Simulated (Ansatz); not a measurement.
NaI (rocksalt), relaxed with r2SCAN in Ansatz. It is cubic, Fm-3m (No. 225); conventional cell a = 6.459 Å, 33.69 Å³ an atom. Na has 6 I at 3.23 Å; I has 6 Na at 3.23 Å.

The axes x, y and z are those of this cell:
```
CELL_PARAMETERS angstrom
0.00000 3.22972 3.22972
3.22972 0.00000 3.22972
3.22972 3.22972 0.00000
ATOMIC_POSITIONS crystal
Na 0.00000 0.00000 0.00000
I 0.50000 0.50000 0.50000
```

Unstrained: The PBE gap is direct at Γ: 3.661 eV. r2SCAN gives a direct gap of 4.449 eV at Γ. The HSE06 gap is direct at Γ: 4.692 eV. Meshes: PBE 8×8×8, r2SCAN 8×8×8, HSE06 6×6×6. Strains are changes of length per length, and xy shears are angles. After each strain the atoms were relaxed again with r2SCAN within the symmetry that the strain leaves, so tilts or polar shifts that break it weren't tested; points keep the names that they have in the unstrained zone. Spin-unpolarised throughout; all numbers are computed.

Q: One strain changed the r2SCAN stress by xx -0.54, yy -0.54, zz -0.54, xy +0.27, xz +0.27, yz +0.27 GPa (compression positive) and the gap by -0.250 eV (PBE), -0.271 eV (r2SCAN), -0.265 eV (HSE06). Which kind of strain was it, and roughly how large?

A: Epitaxial +3.0 % in the plane normal to [111], free normal strain -2.48 %. The pattern of the stress gives the kind; the size needs the stiffness, so it is an estimate.

Q: Apply isotropic +4.0 % on every length. How far does the gap move, against the unstrained cell?

A: PBE: the gap goes from 3.661 to 3.374 eV (-0.287 eV). r2SCAN: the gap goes from 4.449 to 4.120 eV (-0.329 eV). HSE06: the gap goes from 4.692 to 4.380 eV (-0.312 eV). The r2SCAN energy rises by 22.2 meV an atom.

Q: Estimate what epitaxial +2.0 % in the xy plane, free normal strain -0.83 % does to the gap.

A: PBE: the gap goes from 3.661 to 3.568 eV (-0.093 eV); with r2SCAN the top three valence levels at Γ, degenerate before, become 2+1 from the top over 37 meV. r2SCAN: the gap goes from 4.449 to 4.344 eV (-0.105 eV). HSE06: the gap goes from 4.692 to 4.592 eV (-0.100 eV). The r2SCAN energy rises by 3.0 meV an atom.

Q: Estimate what xy shear, engineering strain (angle) +3.0 % does to the gap.

A: PBE: the gap goes from 3.661 to 3.589 eV (-0.072 eV); with r2SCAN the top three valence levels at Γ, degenerate before, become 1+1+1 from the top over 137 meV. r2SCAN: the gap goes from 4.449 to 4.374 eV (-0.075 eV). HSE06: the gap goes from 4.692 to 4.617 eV (-0.075 eV). The r2SCAN energy rises by 0.8 meV an atom.

Q: Estimate what uniaxial +0.5 % along z, other directions held does to the gap.

A: PBE: the gap goes from 3.661 to 3.644 eV (-0.017 eV). r2SCAN: the gap goes from 4.449 to 4.429 eV (-0.020 eV). HSE06: the gap goes from 4.692 to 4.673 eV (-0.019 eV). The r2SCAN energy rises by 0.1 meV an atom.

Spin-orbit coupling is left out, which matters wherever the heavy atoms make up the band edges.

The splittings at Γ are without spin-orbit coupling, which regroups them where it is of like size or larger.
